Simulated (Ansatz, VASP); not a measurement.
# Two plane-wave programs on ZnS (Wurtzite-2H)

```xyz
4
Lattice="3.8110 0.0000 0.0000 -1.9055 3.3004 0.0000 0.0000 0.0000 6.2340" Properties=species:S:1:pos:R:3 pbc="T T T"
Zn    1.9055    1.1001    3.1170
Zn    0.0000    2.2003    0.0000
S     1.9055    1.1001    5.5171
S     0.0000    2.2003    2.4001
```

Alike in both runs: task single point; functional PBE; k mesh 8 × 8 × 5; occupations gaussian, width 0.017 eV; no spin polarisation.

|  | VASP | Ansatz |
| --- | --- | --- |
| version | VASP 6.6.1 | Ansatz 0.2.0 |
| potentials or method | VASP PAW PBE potentials, release 64 (Zn, S) | Ansatz PAW |
| plane-wave cutoff (eV) | 520 | 420 |
| valence electrons in the cell | 36 | 36 |

```csv
,VASP,Ansatz,Ansatz less VASP
gap on the k mesh at the Fermi level (eV),2.25,2.25,-0.006
least direct gap on the mesh (eV),2.25,2.25,-0.006
pressure (GPa),2.5,2.3,-0.16
largest component of the traceless stress (GPa),1.37,1.35,-0.024
rms of the force components (eV/Å),0.186,0.184,-0.0019
```

Atom by atom the forces differ by 0.002 eV/Å (rms over components).

Caveats: odd divisions of the mesh miss points on the zone boundary, where band edges often lie, so the gap on the mesh can be too wide (Ansatz). As with any semilocal functional, this PBE gap is likely too small.
